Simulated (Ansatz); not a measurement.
PbTe in the rocksalt structure, relaxed with r2SCAN in Ansatz: it is cubic, Fm-3m (No. 225); conventional cell a = 6.536 Å, 34.90 Å³ an atom. Around Pb lie 6 Te at 3.27 Å; around Te lie 6 Pb at 3.27 Å. The primitive cell holds 2 atoms in 69.79 Å³. The values are computed, spin-unpolarised, and not measurements.

Computed values: HSE06 (6×6×6) gives a least gap of 1.20 eV, direct. r2SCAN's ε∞ is 22.73.

Problem. What is the density?

Solution. The cell holds 1 Pb, 1 Te: M = 1×207.200 + 1×127.600 = 334.80 u in V = 69.79 Å³. ρ = 1.66054 × M/V = 1.66054 × 334.80/69.79 = 7.966 g/cm³, for the static r2SCAN lattice.

Problem. At what wavelength does absorption set in by HSE06, excitons left aside?

Solution. λ = 1239.84 eV nm/E: 1033 nm for the least gap. That lies in the infrared.

Problem. What refractive index and reflectivity at normal incidence follow, below the gap and above the phonons?

Solution. n = √22.73 = 4.768; R = ((n − 1)/(n + 1))² = (3.768/5.768)² = 42.7 % a face.

Spin-orbit coupling is left out; in compounds of Pb, Bi, Tl or Hg it can lower a gap by up to about 1 eV, split its edges or invert the bands.
